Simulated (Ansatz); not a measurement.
Runs of Ansatz 0.2.0 on TiAl. Symmetry: Pm-3m, No. 221, cubic system. Conventional cell: a = 3.179 Å, b = 3.179 Å, c = 3.179 Å, α = 90.00°, β = 90.00°, γ = 90.00°. Around Ti (site symmetry m-3m) lie 8 Al at 2.75 Å. Around Al (site symmetry m-3m) lie 8 Ti at 2.75 Å. The cell comes from a database or a generator and needn't be the stable form of this composition.

| task | level | potentials or basis | spin | U | cell | k mesh | cutoff (eV) | smearing | broadening | double counting | hubbard projectors | other keys | mesh quality | gap on the mesh (eV) | pressure (GPa) | moment (μB) |
| --- | --- | --- | --- | --- | --- | --- | --- | --- | --- | --- | --- | --- | --- | --- | --- | --- |
| single point | LDA | Ansatz PAW earlier set | non-collinear, random start | - | atoms moved at random, drawn with an rms of 0.15 Å | 6 × 6 × 6 | 900 | fermi-dirac 0.01 eV | - | - | - | - | not flagged | none | -1.3 | 0.00 |
| atomic charges | r2SCAN0 | Ansatz PAW earlier set | off | - | volume scaled by 0.92 | 6 × 6 × 6 | 1050 | methfessel-paxton 0.025 eV | - | - | - | - | not flagged | none | 8.6 | - |
| optical spectrum | r2SCAN+D3(BJ) | Ansatz NC | off | - | as given | 8 × 8 × 8 | 1143 | fermi-dirac 0.05 eV | 0.2 eV | - | - | hamiltonian.dispersion = d3bj | not flagged | none | - | - |
| density of states | r2SCANh | Ansatz PAW | off | - | as given | 5 × 5 × 5 | 500 | methfessel-paxton 0.1 eV | - | - | - | - | coarse | none | (a) | - |
| density of states | HSEsol+U | PseudoDojo standard (PBEsol files) | collinear, random start | Ti d U = 5.0 eV | volume scaled by 1.04 | 5 × 5 × 5 | 1143 | fermi-dirac 0.05 eV | - | fll | ortho-atomic (the default) | hamiltonian.pseudopotentials = kind nc; … | coarse | none | -2.0 | 0.34 |

**Question.** Estimate the missing entries.

**Answer.** (a) -1.7.

Caveats: some runs use coarse meshes; the PAW data sets come from PBE, with cores solved anew for the run's functional, which leaves a small shift of forces and pressure (some runs); the thresholds are loose for stress (some runs); the potentials were made for another functional, which shifts forces and pressure (some runs); the starting moments weren't kept (some runs); spectra need much finer meshes, so this one isn't converged (some runs); independent-particle spectra lack excitons (some runs); the intraband (Drude) part of a metal's response may be missing (some runs).

A gap of «none» marks a metal or a gap under the smearing width.

The runs don't all hold the same shells in valence.

Runs at the PBE level aren't shown here.
